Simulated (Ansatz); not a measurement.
# Every step of a relaxation of GaAs (CsCl type)

DFT, PBE, PAW with Ansatz's default frozen-core files, scalar-relativistic (Ansatz 0.2.0); a Γ-centred 13×13×13 k mesh, Fermi–Dirac smearing of 0.05 eV, no spin polarisation. The run relaxes cell and atoms at a target pressure of 0.043 GPa.

Command: `ansatz run input.yaml --threads 1 --pin off --max-ram 3584MiB --backend cpu --events-out ev --progress --plain --runs-dir out` It took 6.7 s on 1 thread of AMD EPYC 9R45 96-Core Processor (Zen 5), with other jobs on the host, peak memory 0.43 GiB.

PAW: frozen-core files, cutoff 420 eV; forces are relaxed below 0.005 eV/Å.

Each step lists its enthalpy F + pV a cell above the last geometry, the pressure, the cell vectors (Å), and Cartesian positions (Å) with forces (eV/Å).

The first step:

```
step 1  dH = 15.82 meV  P = 3.19 GPa
  cell 3.3153 0.0000 0.0000  0.0000 3.3153 0.0000  0.0000 0.0000 3.3153
  Ga 0.0000 0.0000 0.0000   0.0000 0.0000 0.0000
  As 1.6577 1.6577 1.6577   0.0000 0.0000 0.0000
```

Question: Where does the relaxation end, and by which steps?

Answer: After 4 geometries, with conventional a, b, c = 3.367, 3.367, 3.367 Å, at 19.086 Å³/atom (+4.75 % against the start) in space group Pm-3m, with a shortest distance of 2.916 Å. The further steps:
```
step 2  dH = 3.25 meV  P = -1.17 GPa
  cell 3.3903 0.0000 0.0000  0.0000 3.3903 0.0000  0.0000 0.0000 3.3903
  Ga 0.0000 0.0000 0.0000   0.0000 0.0000 0.0000
  As 1.6951 1.6951 1.6951   0.0000 0.0000 0.0000
step 3  dH = 0.03 meV  P = -0.05 GPa
  cell 3.3687 0.0000 0.0000  0.0000 3.3687 0.0000  0.0000 0.0000 3.3687
  Ga 0.0000 0.0000 0.0000   0.0000 0.0000 0.0000
  As 1.6844 1.6844 1.6844   0.0000 0.0000 0.0000
step 4  dH = 0.00 meV  P = 0.05 GPa
  cell 3.3670 0.0000 0.0000  0.0000 3.3670 0.0000  0.0000 0.0000 3.3670
  Ga 0.0000 0.0000 0.0000   0.0000 0.0000 0.0000
  As 1.6835 1.6835 1.6835   0.0000 0.0000 0.0000
step 5  dH = -0.43 meV  P = 0.04 GPa  (same geometry on a basis chosen anew; earlier energies don't compare to the last digit)
  cell 3.3670 0.0000 0.0000  0.0000 3.3670 0.0000  0.0000 0.0000 3.3670
  Ga 0.0000 0.0000 0.0000   0.0000 0.0000 0.0000
  As 1.6835 1.6835 1.6835   0.0000 0.0000 0.0000
```
